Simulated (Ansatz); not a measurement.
**InAs under changes of volume**

One of the cells (23.821 Å³/atom); the others are scaled copies at fixed shape and fractional positions:

```xyz
2
Lattice="0.0000 2.8773 2.8773 2.8773 0.0000 2.8773 2.8773 2.8773 0.0000" Properties=species:S:1:pos:R:3 pbc="T T T"
In    2.8773    2.8773    2.8773
As    0.0000    0.0000    0.0000
```

Measurements of this composition are mostly on another form, of space group No. 216.

| Property | Result |
| --- | --- |
| Program | Ansatz 0.2.0 |
| Functional | r2SCAN |
| Potentials or basis | Ansatz PAW |
| Cutoff | 500 eV (not typed: the program's choice for these potentials) |
| k mesh | 8 × 8 × 8 |
| Occupations | fermi-dirac, width 0.05 eV |
| Spin | no spin polarisation |

| volume (Å³/atom) | energy over the lowest point (meV/atom) | pressure (GPa) |
| --- | --- | --- |
| 22.392 | 2.89 | 1.8 |
| 22.868 | 0.00 | 0.3 |
| 23.344 | 1.40 | -1.1 |
| 23.821 | 6.73 | -2.4 |
| 24.297 | ? | ? |
| 24.774 | 27.58 | -4.5 |
| 25.250 | 42.31 | -5.4 |

Problem. What does the run at 24.297 Å³/atom give?

Solution. Energy over the lowest point 15.59 meV/atom; pressure -3.5 GPa.

Worked out: A Birch-Murnaghan fit of order 3 (a polynomial in V^(-2/3)) to the other rows has its minimum at 22.94 Å³/atom with B0 = V·E''(V) = 69 GPa and B' = 4.3. It gives 15.58 meV/atom at 24.297 Å³/atom, against the run's 15.59, and -dE/dV = -3.5 GPa, against -3.5.

Energies are extrapolated to zero smearing.

Caveats: the PAW data sets come from PBE, with cores solved anew for the run's functional, which leaves a small shift of forces and pressure.
